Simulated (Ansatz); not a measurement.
Crystal: Co.

```xyz
1
Lattice="-1.4146 1.3929 1.3922 1.4430 -1.3751 1.4028 1.4113 1.3718 -1.3744" Properties=species:S:1:pos:R:3 pbc="T T T"
Co    0.0000    0.0000    0.0000
```

This isn't the form of Co at room conditions, which is hcp.

The cell isn't the ideal one: cell sheared at random, sigma 0.01, atoms nudged by 0.01 Å.

Base run:

| Item | Value |
| --- | --- |
| Program | Ansatz 0.2.0 |
| Functional | PBE |
| Potentials or basis | Ansatz PAW |
| Cutoff | 420 eV (not typed: the program's choice for these potentials) |
| k mesh | 11 × 11 × 11 |
| Occupations | fermi-dirac, width 0.05 eV |
| Spin | collinear spin, ferromagnetic start |
| Starting moments | [0.5] μB |
| Fixed moment | 0.5 μB |

Its results: pressure -8.7 GPa; site moments Co +0.54 μB.

Q: After a change of settings the same cell gave: pressure -1.9 GPa; site moments Co +1.57 μB. Which change was it?
A. fixed moment from 0.5 μB to 3 μB; moments at the start from [0.5] to [3.0]
B. fixed moment from 0.5 μB to 1.5 μB; moments at the start from [0.5] to [1.5]
C. fixed moment from 0.5 μB to 1 μB; moments at the start from [0.5] to [1.0]
D. fixed moment from 0.5 μB to 2.5 μB; moments at the start from [0.5] to [2.5]

A: B.

Caveats: the total moment is fixed, so each spin has its own Fermi level; the thresholds are loose for stress.
